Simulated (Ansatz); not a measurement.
Input and command of a calculation in Ansatz (plane waves; scalar-relativistic PAW potentials unless the input names others):

```yaml
crystal:
  lattice:
    - [2.5290316213, 0.0, 0.0]
    - [-1.2645158107, 2.1685204268, 0.0]
    - [0.0, 0.0, 6.6612]
  atoms:
    - { symbol: B, position: [0.3333333333, 0.6666666667, 0.25] }
    - { symbol: B, position: [0.6666666667, 0.3333333333, 0.75] }
    - { symbol: "N", position: [0.3333333333, 0.6666666667, 0.75] }
    - { symbol: "N", position: [0.6666666667, 0.3333333333, 0.25] }
  symmetry: { detect: false }
basis:
  ecutwfc: 420
kpoints:
  mp_grid: { grid: [12, 12, 4] }
hamiltonian:
  xc: pbe
  dispersion: d3bj
scf:
  occupations: { method: tetrahedron_uncorrected }
output:
  forces: true
  eigenvalues: true
  stress: true
```

```bash
ansatz run input.yaml --threads 1 --pin off --max-ram 2560MiB --backend cpu --events-out ev --progress --plain --runs-dir out
```

Abridged log:
```
Pseudopotentials: kind: paw
Pseudopotential: B, paw, valence charge 3, recommended cutoff 420 eV (normal)
Pseudopotential: N, paw, valence charge 5, recommended cutoff 420 eV (normal)
Functional definition: PBE
Crystal: 4 atoms, lattice volume = 36.532 Å³
Basis set: ecut = 420 eV, 713 PW (Γ), exchange–correlation on 36×36×90 points (8 copies of the dense FFT grid, shifted against one another)
Bands: 12, of which v1, the nominal top of the filled ones, is band 8 counted from 1 (7 counted from 0)
Symmetry: 1 space group operations
k-points: 292 of 576 (time reversal used)
Initial density: superposition of atomic densities (neutral atoms: chi_scale 0, normalization atom), corrected by the library's trained network
Initial wavefunctions: pseudopotential atomic-orbital guess
Functional: x = pbe(κ = 0.804, μ = 0.21951497), c = pbe(β = 0.06672455)
SCF iter   1: F=—  HF=-1085.362895 eV  |F-HF|=—  |Δ(HF+E_count)|=         —  Δρ=1.59e-3  dr2=2.47e-4  ethr=1.77e-3  ⟨swp⟩=6.2  Hψ=21917  notcnv=0
SCF iter   2: F=—  HF=-1085.363915 eV  |F-HF|=—  |Δ(HF+E_count)|=   1.02e-3  Δρ=7.73e-4  dr2=4.78e-5  ethr=1.54e-6  ⟨swp⟩=2.9  Hψ=9813  notcnv=0
SCF iter   3: F=—  HF=-1085.364188 eV  |F-HF|=—  |Δ(HF+E_count)|=   2.73e-4  Δρ=3.73e-4  dr2=1.00e-5  ethr=2.99e-7  ⟨swp⟩=2.4  Hψ=6642  notcnv=0
SCF iter   4: F=-1085.364275 eV  HF=-1085.364275 eV  |F-HF|=1.56e-7  |Δ(HF+E_count)|=   8.73e-5  Δρ=1.94e-5  dr2=5.46e-8  ethr=6.27e-8  ⟨swp⟩=2.9  Hψ=7522  notcnv=0
SCF iter   5: F=-1085.364275 eV  HF=-1085.364275 eV  |F-HF|=4.67e-9  |Δ(HF+E_count)|=   1.77e-7  Δρ=4.67e-6  dr2=5.57e-9  ethr=3.41e-10  ⟨swp⟩=3.0  Hψ=7869  notcnv=0
SCF iter   6: F=-1085.364275 eV  HF=-1085.364275 eV  |F-HF|=3.96e-11  |Δ(HF+E_count)|=   7.54e-9  Δρ=1.16e-6  dr2=4.25e-10  ethr=3.48e-11  ⟨swp⟩=1.4  Hψ=12273  notcnv=0
SCF 1 converged in 6 iterations: F = -1085.364275 eV  dr2 = 4.25e-10
SCF converged after 6 iterations
Free energy (F): -1085.364275 eV
Harris-Foulkes:  -1085.364275 eV  (|F-HF|=3.96e-11)
Internal energy: -1085.364275 eV  (E = F + TS)
E sigma→0 (E₀):  -1085.364275 eV
Fermi energy:    4.634560 eV
  E_disp       = -0.556929  (pairwise vdW)
--- Forces (eV/Å), atoms counted from 1 ---
  atom   1  B      0.00000001    -0.11609490     0.00000202
  atom   2  B      0.00000002     0.11609373    -0.00000201
  atom   3  N      0.00000000    -0.11784460    -0.00000498
  atom   4  N      0.00000000     0.11784427     0.00000508
--- Stress (GPa, compression-positive) ---
       -7.788441       0.000000       0.000000
        0.000000      -0.549275       0.000000
        0.000000       0.000000      -0.180982
  P = ⅓ Tr σ = -2.8396 GPa (-28.396 kbar)
```

Apart from outputs and empty bands, the input differs from a reference run on usual settings in scf.occupations.width: 0.05 → not typed; scf.occupations.method: "gaussian" → "tetrahedron_uncorrected"; crystal.symmetry: not typed → {"detect": false}. The reference, at the same geometry (not necessarily relaxed), gave pressure -2.84 GPa, largest force 0.118 eV/Å, gap on the mesh 4.23 eV. This run converged in 6 SCF iterations (reference: 6) with an energy at zero smearing within 0.01 meV/atom of the reference's, pressure -2.84 GPa, largest force 0.118 eV/Å, gap on the mesh 4.23 eV.

It took 13 s on 1 thread of Intel(R) Xeon(R) Processor @ 2.70GHz (shared host), peak memory 0.44 GiB.